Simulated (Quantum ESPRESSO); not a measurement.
## Ta: phonons at N under several settings

```
Ta
1.0
    -1.65128    1.65128    1.65128
     1.65128   -1.65128    1.65128
     1.65128    1.65128   -1.65128
Ta
1
Direct
  0.00000 0.00000 0.00000
```

All runs used Quantum ESPRESSO 7.5; potentials SPMS 1.0 PBE; k mesh 11 × 11 × 11; relaxed cell; no spin polarisation; cutoff 707 eV; occupations cold, width 0.2 eV.

```tsv
level	volume (Å³/atom)	frequencies (cm⁻¹)
PBE	18.22	68 96 136
PBE+D2	17.47	45 84 131
rPW86PBE+rVV10	18.46	64 106 136
rev-vdW-DF2	?	?
```

Question: What stands in the row left open?

Answer: Volume 17.90 Å³/atom; frequencies 76 92 139 cm⁻¹.

Caveats: the q point doesn't lie on the k mesh, which can shift a metal's frequencies strongly unless the mesh is converged; pairwise dispersion overbinds metals, which lowers pressure and volume (some runs); the potentials were made for another functional, which shifts forces and pressure (some runs).

For the row left open. Caveat: the potentials were made for another functional, which shifts forces and pressure; the q point doesn't lie on the k mesh, which can shift a metal's frequencies strongly unless the mesh is converged.
